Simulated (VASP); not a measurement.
# Mg in VASP: single point with PBEsol

Aim: the single point of Mg with PBEsol.

Everything below comes from runs of VASP 6.6.1. Logs are shortened: lines on timing, memory, paths and dates and some standing lists are left out, and cuts for length are marked.

### 1 Starting point

The cell holds a slab with vacuum, 3 atoms: a = 3.141 Å, b = 3.141 Å, c = 25.473 Å, α = 90.00°, β = 90.00°, γ = 120.00°.

The cell was built by a generator and needn't be a form met in nature.

### 2 Single point, PBEsol

INCAR

```
SYSTEM = Mg
ALGO = Fast
DIPOL = 0.5 0.5 0.374
EDIFF = 1E-7
ENCUT = 520
GGA = PS
IDIPOL = 3
ISIF = 2
ISMEAR = 1
LASPH = .TRUE.
LCHARG = .FALSE.
LDIPOL = .TRUE.
LREAL = .FALSE.
LWAVE = .FALSE.
NBANDS = 10
NELM = 100
PREC = Accurate
SIGMA = 0.1
```

KPOINTS

```
k-points
0
G
  12 12 1
  0 0 0
```

POSCAR

```
Mg
1.0
    3.1405518056      0.0000000000      0.0000000000
   -1.5702759028      2.7197976456      0.0000000000
    0.0000000000      0.0000000000     25.4727677506
Mg
3
Direct
    0.6666666667      0.3333333333      0.2748032750
    0.3333333333      0.6666666667      0.3747022182
    0.6666666667      0.3333333333      0.4733975982
```

Potentials or basis: VASP PAW PBE potentials, release 64 (Mg).

Run with:

```sh
> cat potpaw_PBE.64/Mg/POTCAR > POTCAR
> mpirun -np 1 vasp_std > vasp.out
```

OUTCAR:

```text
SYSTEM = Mg
   EDIFF = 1E-7
   ENCUT = 520
   GGA = PS
   ISIF = 2
   ISMEAR = 1
   LASPH = .TRUE.
   LREAL = .FALSE.
   NELM = 100
   PREC = Accurate

 ion  position               nearest neighbor table
   1  0.667  0.333  0.275-   2 3.12   2 3.12   2 3.12
   2  0.333  0.667  0.375-   3 3.10   3 3.10   3 3.10   1 3.12   1 3.12   1 3.12
   3  0.667  0.333  0.473-   2 3.10   2 3.10   2 3.10

  LATTYP: Found a hexagonal cell.
 ALAT       =     3.1405518056
 C/A-ratio  =     8.1109210506

  Lattice vectors:

 A1 = (   3.1405518056,   0.0000000000,   0.0000000000)
 A2 = (  -1.5702759028,   2.7197976456,   0.0000000000)
 A3 = (   0.0000000000,   0.0000000000,  25.4727677506)

Analysis of symmetry for initial positions (statically):
=====================================================================
 Subroutine PRICEL returns:
 Original cell was already a primitive cell.

 Routine SETGRP: Setting up the symmetry group for a
 hexagonal supercell.

 Subroutine GETGRP returns: Found  6 space group operations
 (whereof  6 operations were pure point group operations)
 out of a pool of 24 trial point group operations.

The static configuration has the point symmetry C_3v.

Analysis of symmetry for dynamics (positions and initial velocities):
=====================================================================
 Subroutine PRICEL returns:
 Original cell was already a primitive cell.

 Routine SETGRP: Setting up the symmetry group for a
 hexagonal supercell.

 Subroutine GETGRP returns: Found  6 space group operations
 (whereof  6 operations were pure point group operations)
 out of a pool of 24 trial point group operations.

The dynamic configuration has the point symmetry C_3v.

 Subroutine INISYM returns: Found  6 space group operations
 (whereof  6 operations are pure point group operations),
 and found     1 'primitive' translations

----------------------------------------------------------------------------------------

                                     Primitive cell

  volume of cell :     217.5799

  direct lattice vectors                    reciprocal lattice vectors
     3.140551806  0.000000000  0.000000000     0.318415381  0.183837206  0.000000000
    -1.570275903  2.719797646  0.000000000     0.000000000  0.367674412  0.000000000
     0.000000000  0.000000000 25.472767751     0.000000000  0.000000000  0.039257611

  length of vectors
     3.140551806  3.140551806 25.472767751     0.367674412  0.367674412  0.039257611

  position of ions in fractional coordinates (direct lattice)
     0.666666667  0.333333333  0.274803275
     0.333333333  0.666666667  0.374702218
     0.666666667  0.333333333  0.473397598

  ion indices of the primitive-cell ions
   primitive index   ion index
                 1           1
                 2           2
                 3           3

----------------------------------------------------------------------------------------

 KPOINTS: k-points

Automatic generation of k-mesh.
 Grid dimensions read from file:
 generate k-points for:   12   12    1

 Generating k-lattice:

  Cartesian coordinates                     Fractional coordinates (reciprocal lattice)
     0.026534615  0.015319767  0.000000000     0.083333333  0.000000000  0.000000000
     0.000000000  0.030639534  0.000000000     0.000000000  0.083333333  0.000000000
     0.000000000  0.000000000  0.039257611     0.000000000  0.000000000  1.000000000

  Length of vectors
     0.030639534  0.030639534  0.039257611

  Shift w.r.t. Gamma in fractional coordinates (k-lattice)
     0.000000000  0.000000000  0.000000000

 Subroutine IBZKPT returns following result:
 ===========================================

 Found     19 irreducible k-points:

 Following reciprocal coordinates:
            Coordinates               Weight
  0.000000  0.000000  0.000000      1.000000
  0.083333 -0.000000  0.000000      6.000000
  0.166667  0.000000  0.000000      6.000000
  0.250000  0.000000  0.000000      6.000000
  0.333333  0.000000  0.000000      6.000000
  0.416667  0.000000  0.000000      6.000000
[... 11 lines left out ...]
  0.333333  0.250000  0.000000     12.000000
  0.333333  0.333333  0.000000      2.000000
   k-points           NKPTS =     19   k-points in BZ     NKDIM =     19   number of bands    NBANDS=     10
   number of dos      NEDOS =    301   number of ions     NIONS =      3
   total plane-waves  NPLWV = 110592
   dimension x,y,z NGX =    24 NGY =   24 NGZ =  192
   dimension x,y,z NGXF=    48 NGYF=   48 NGZF=  384
   ions per type =               3
   NGX,Y,Z   is equivalent  to a cutoff of  12.70, 12.70, 12.53 a.u.
   NGXF,Y,Z  is equivalent  to a cutoff of  25.41, 25.41, 25.06 a.u.
 SYSTEM =  Mg
   PREC   = accura    normal or accurate (medium, high low for compatibility)
   ISTART =      0    job   : 0-new  1-cont  2-samecut
   ICHARG =      2    charge: 1-file 2-atom 10-const
   ISPIN  =      1    spin polarized calculation?
   LNONCOLLINEAR =      F non collinear calculations
   LSORBIT =      F    spin-orbit coupling
   LASPH  =      T    aspherical Exc in radial PAW
   ENCUT  =  520.0 eV  38.22 Ry    6.18 a.u.   5.84  5.84 47.36*2*pi/ulx,y,z
   NELM   =    100;   NELMIN=  2; NELMDL= -5     # of ELM steps
   EDIFF  = 0.1E-06   stopping-criterion for ELM
   LREAL  =      F    real-space projection
   EDIFFG = 0.1E-05   stopping-criterion for IOM
   NSW    =      0    number of steps for IOM
   IBRION =     -1    ionic relax: 0-MD 1-quasi-New 2-CG
   NFREE  =      0    steps in history (QN), initial steepest desc. (CG)
   ISIF   =      2    stress and relaxation
   ISYM   =      2    0-nonsym 1-usesym 2-fastsym
   POTIM  = 0.5000    time-step for ionic-motion
   TEBEG  =    0.0;   TEEND  =   0.0 temperature during run
   PSTRESS=    0.0 pullay stress
   NELECT =       6.0000    total number of electrons
   NUPDOWN=      -1.0000    fix difference up-down
   EMIN   =  10.00;   EMAX   =-10.00  energy-range for DOS
   EFERMI =   0.00;   METHOD = LEGACY
   ISMEAR =     1;   SIGMA  =   0.10  broadening in eV -4-tet -1-fermi 0-gaus
   EFERMI_NEDOS =   21; number of points for ismear=-14 and -15
   IALGO  =     68    algorithm
   IMIX   =      4    mixing-type and parameters
     AMIX     =   0.40;   BMIX     =  1.00
     AMIX_MAG =   1.60;   BMIX_MAG =  1.00
  volume/ion in A,a.u.               =      72.53       489.43
  Fermi-wavevector in a.u.,A,eV,Ry     =   0.494598  0.934655  3.328355  0.244627
  Thomas-Fermi vector in A             =   1.499616
   LORBIT       =      0    0 simple, 1 ext, 2 COOP (PROOUT), +10 PAW based schemes
   GGA     = PS    functional components
   LHFCALC =     F    Hartree Fock is set to
   AEXX    =    0.0000 exact exchange contribution
   IVDW    =     0    specifies the selected vdW correction
   LEPSILON=     F    determine dielectric tensor
   LRPA    =     F    only Hartree local field effects (RPA)
 non-spin polarized calculation
 RMM-DIIS sequential band-by-band and
 Methfessel and Paxton  Order N= 1 SIGMA  =   0.10
  energy-cutoff  :      520.00
  volume of cell :      217.58
 maximum number of plane-waves:      5890
 NGX is ok and might be reduce to    24
   NGX = 11   NGY = 11   NGZ = 95

 dipolmoment           0.000000      0.000000     -0.000097 electrons x Angstroem

 number of electron       6.0000000 magnetization

 dipolmoment           0.000000      0.000000      0.000055 electrons x Angstroem

 Free energy of the ion-electron system (eV)
  ---------------------------------------------------
  ext. energy  EPLUGINS =         0.00000000
  ---------------------------------------------------
  free energy    TOTEN  =        -4.46277114 eV

  energy without entropy =       -4.45958005  energy(sigma->0) =       -4.46170744

 E-fermi :  -1.7505     XC(G=0):  -3.2994

 val. band max:       -1.7808122023   @ k =   0.3333   0.2500   0.0000
 cond. band min:      -1.7409302874   @ k =   0.3333   0.3333   0.0000
 fundamental gap:      0.0398819150
 Fermi energy:        -1.7505235910

 k-point     1 :       0.0000    0.0000    0.0000
  band No.  band energies     occupation
      1      -8.3857      2.00000
      2      -7.0250      2.00000
      3      -4.8550      2.00000
      4      -2.6371      2.00000
      5      -0.0006     -0.00000
      6       1.5065      0.00000
      7       1.9748      0.00000
      8       2.7563      0.00000
      9       2.8046      0.00000
     10       4.4225      0.00000

 k-point     2 :       0.0833   -0.0000    0.0000
  band No.  band energies     occupation
      1      -8.2446      2.00000
      2      -6.8852      2.00000
      3      -4.7160      2.00000
      4      -2.5051      2.00000
      5       0.1330     -0.00000
      6       1.6441      0.00000
      7       2.1146      0.00000
      8       2.8940      0.00000
      9       2.9421      0.00000
     10       4.5555      0.00000

 k-point     3 :       0.1667    0.0000    0.0000
  band No.  band energies     occupation
      1      -7.8226      2.00000
      2      -6.4670      2.00000
      3      -4.3010      2.00000
      4      -2.1090      2.00000
      5       0.5274      0.00000
      6       2.0544      0.00000
      7       2.5321      0.00000
      8       3.3018      0.00000
      9       3.3496      0.00000
     10       4.8910      0.00000

 k-point     4 :       0.2500    0.0000    0.0000
  band No.  band energies     occupation
      1      -7.1237      2.00000
      2      -5.7747      2.00000
      3      -3.6171      2.00000
      4      -1.4488     -0.00017
      5       1.1198      0.00000
      6       2.6722      0.00000
      7       2.7022      0.00000
      8       3.2616      0.00000
      9       3.7043      0.00000
     10       4.0303      0.00000

 k-point     5 :       0.3333    0.0000    0.0000
  band No.  band energies     occupation
      1      -6.1547      2.00000
      2      -4.8163      2.00000
      3      -2.6864      2.00000
      4      -0.5262     -0.00000
      5       0.3040      0.00000
      6       1.5908      0.00000
      7       2.2598      0.00000
      8       3.6990      0.00000
      9       3.7558      0.00000
     10       4.2204      0.00000

 k-point     6 :       0.4167    0.0000    0.0000
  band No.  band energies     occupation
      1      -4.9261      2.00000
      2      -3.6091      2.00000
      3      -1.9730      2.00724
      4      -1.1175     -0.00000
      5      -0.3384     -0.00000
      6       0.6791      0.00000
      7       1.7720      0.00000
      8       3.4093      0.00000
      9       3.8507      0.00000
     10       4.9599      0.00000
[... 118 lines left out ...]
 k-point    16 :       0.4167    0.1667    0.0000
  band No.  band energies     occupation
      1      -3.1325      2.00000
      2      -2.9852      2.00000
      3      -2.0668      2.00007
      4      -1.3404     -0.00000
      5       0.3241      0.00000
      6       0.4281      0.00000
      7       2.1001      0.00000
      8       2.3805      0.00000
      9       2.6251      0.00000
     10       3.2071      0.00000

 k-point    17 :       0.2500    0.2500    0.0000
  band No.  band energies     occupation
      1      -4.6552      2.00000
      2      -3.3396      2.00000
      3      -1.3485     -0.00000
      4       0.0350     -0.00000
      5       0.4353      0.00000
      6       0.8732      0.00000
      7       1.0874      0.00000
      8       2.0459      0.00000
      9       3.2068      0.00000
     10       4.0144      0.00000

 k-point    18 :       0.3333    0.2500    0.0000
  band No.  band energies     occupation
      1      -3.3221      2.00000
      2      -2.0642      2.00009
      3      -1.7808      1.48751
      4      -0.4214     -0.00000
      5      -0.3916     -0.00000
      6       0.4965      0.00000
      7       1.4349      0.00000
      8       2.0471      0.00000
      9       2.2827      0.00000
     10       3.5456      0.00000

 k-point    19 :       0.3333    0.3333    0.0000
  band No.  band energies     occupation
      1      -1.9663      2.00930
      2      -1.9629      2.01050
      3      -1.7409      0.83845
      4      -1.0411     -0.00000
      5      -0.7465     -0.00000
      6       0.4190      0.00000
      7       1.2208      0.00000
      8       2.1311      0.00000
      9       2.2010      0.00000
     10       3.4718      0.00000

------------------------ aborting loop because EDIFF is reached ----------------------------------------

 vacuum level on the upper side and lower side of the slab       (xc-potential included)        -0.019        -0.021

  FORCE on cell =-STRESS in cart. coord.  units (eV):
  Direction    XX          YY          ZZ          XY          YZ          ZX
  --------------------------------------------------------------------------------------
  -------------------------------------------------------------------------------------
  Total       -0.2434412     -0.2434412      0.6366274     -0.0000000      0.0000000     -0.0000000
  in kB       -1.7926107     -1.7926107      4.6878882     -0.0000000      0.0000000     -0.0000000
  external PRESSURE =       0.3675556 kB  Pullay stress =       0.0000000 kB

 VOLUME and BASIS-vectors are now :
 -----------------------------------------------------------------------------
  energy-cutoff  :      520.00
  volume of cell :      217.58
      direct lattice vectors                 reciprocal lattice vectors
     3.140551806  0.000000000  0.000000000     0.318415381  0.183837206  0.000000000
    -1.570275903  2.719797646  0.000000000     0.000000000  0.367674412  0.000000000
     0.000000000  0.000000000 25.472767751     0.000000000  0.000000000  0.039257611

 POSITION                                       TOTAL-FORCE (eV/Angst)
 -----------------------------------------------------------------------------------
      1.57028      0.90660      7.00000        -0.000000      0.000000     -0.101732
     -0.00000      1.81320      9.54470        -0.000000     -0.000000     -0.049855
      1.57028      0.90660     12.05875         0.000000      0.000000      0.151587
 -----------------------------------------------------------------------------------
    total drift:                                0.000000     -0.000000      0.000030

  FREE ENERGIE OF THE ION-ELECTRON SYSTEM (eV)
  ---------------------------------------------------
  free  energy   TOTEN  =        -4.4627711418 eV

  energy  without entropy=       -4.4595800485  energy(sigma->0) =       -4.46170744

 vacuum level on the upper side and lower side of the slab         2.001         2.006
```

Run time: 53 s. Hardware: 1 thread of Intel Xeon Platinum 8488C (Sapphire Rapids), shared host; peak memory 0.31 GiB.

What came out:

* Free energy: -4.4628 eV
* Largest force: 0.152 eV/Å
* Band gap on the k mesh: none (metal or under the smearing width)

Forces in eV/Å, atoms in the order of the input:
```
Mg   0.000  0.000 -0.102
Mg   0.000  0.000 -0.050
Mg   0.000  0.000  0.152
```

Levels at points of the mesh, in eV from the Fermi level:
```
           k point  band 1  band 2  band 3  band 4  band 5  band 6  band 7  band 8
(0.00, 0.00, 0.00)   -6.64   -5.27   -3.10   -0.89    1.75    3.26    3.73    4.51
(0.50, 0.00, 0.00)   -1.77   -1.63   -0.70    0.02    1.69    2.02    3.77    4.00
```

Caveat: the PAW data sets were made with another functional, which shifts forces and pressure a little.
